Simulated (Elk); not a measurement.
An Elk run on Rb with settings drawn from a wide range, so not all are converged; totals and levels move with the basis, and no second program has checked them. The calculation used DFT, AM05, all-electron APW+lo, Dirac cores, scalar-relativistic bands with second-variational spin-orbit coupling (Elk 11.2.3 with local patches). Elk's input is in atomic units.

Command: `OMP_NUM_THREADS=1 elk`

```
tasks
  0
  110
  115
  21

xctype
  30

rgkmax
  9

gmaxvr
  10

lmaxapw
  10

lmaxo
  5

lmaxi
  3

nrmtscf
  2.5

nempty
  8

epspot
  1e-07

epsengy
  1e-05

maxscl
  100

swidth
  0.008

stype
  3

lradstp
  2

mixtype
  3

hmaxvr
  6

tforce
  .true.

autolinengy
  .true.

spinorb
  .true.

sppath
  './'

avec
  -4.82052436640 4.82052436640 7.08556610600
  4.82052436640 -4.82052436640 7.08556610600
  4.82052436640 4.82052436640 -7.08556610600

atoms
  1
  'Rb.in'
  1
  0.000000000000 0.000000000000 0.000000000000   0.000 0.000 0.000

ngridk
  6 6 6

plot1d
  9 30
  0.0000000000 0.0000000000 0.0000000000
  0.0000000000 -0.0000000000 0.5000000000
  0.2500000000 0.2500000000 0.2500000000
  0.0000000000 0.5000000000 -0.0000000000
  0.0000000000 0.0000000000 0.0000000000
  0.5000000000 0.5000000000 -0.5000000000
  0.3657122838 0.6342877162 -0.3657122838
  -0.3657122838 0.3657122838 0.3657122838
  0.0000000000 0.0000000000 0.0000000000
```

Muffin-tin radii in the species files: Rb 2.08 bohr.

Structure from Materials Project entry mp-975519 (possibly hypothetical), not relaxed further. The listed cell was then made from it by scaling, straining or moving an atom.

Task: What does the run give?

Result: It refused before any iteration.
```
Error(init0): requested spin-polarised run with spin-unpolarised
 exchange-correlation functional
```
